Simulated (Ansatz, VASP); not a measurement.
Os in VASP and in Ansatz

```xyz
1
Lattice="0.0000 2.0182 2.0182 2.0182 0.0000 2.0182 2.0182 2.0182 0.0000" Properties=species:S:1:pos:R:3 pbc="T T T"
Os    0.0000    0.0000    0.0000
```

Alike in both runs: task single point; functional PBEsol; k mesh 18 × 18 × 18; occupations gaussian, width 0.1 eV; no spin polarisation.

|  | VASP | Ansatz |
| --- | --- | --- |
| version | VASP 6.6.1 | Ansatz 0.2.0 |
| potentials or method | VASP PAW PBE potentials, release 64 (Os) | scalar-relativistic, plane waves, PAW |
| plane-wave cutoff (eV) | 520 | 420 |
| valence electrons in the cell | 8 | 16 |

Ansatz gave:

- gap on the k mesh at the Fermi level (eV): none
- pressure (GPa): -47.0

Task: Which values does VASP return?

Result: gap on the k mesh at the Fermi level (eV): none; pressure (GPa): -47.5.

A gap of «none» marks a metal or a gap that the smearing closes. With one functional, cell and mesh, what is left measures potentials, basis and numerics. The two sets of potentials don't hold the same shells in valence.

Caveats: the cell as given lies far from equilibrium; so large a pressure means that the cell lies far from this level's equilibrium, or that cutoff or potentials fall short (VASP); the potentials were made for another functional, which shifts forces and pressure (VASP). Spin-orbit coupling is left out, which matters for the levels of Os.
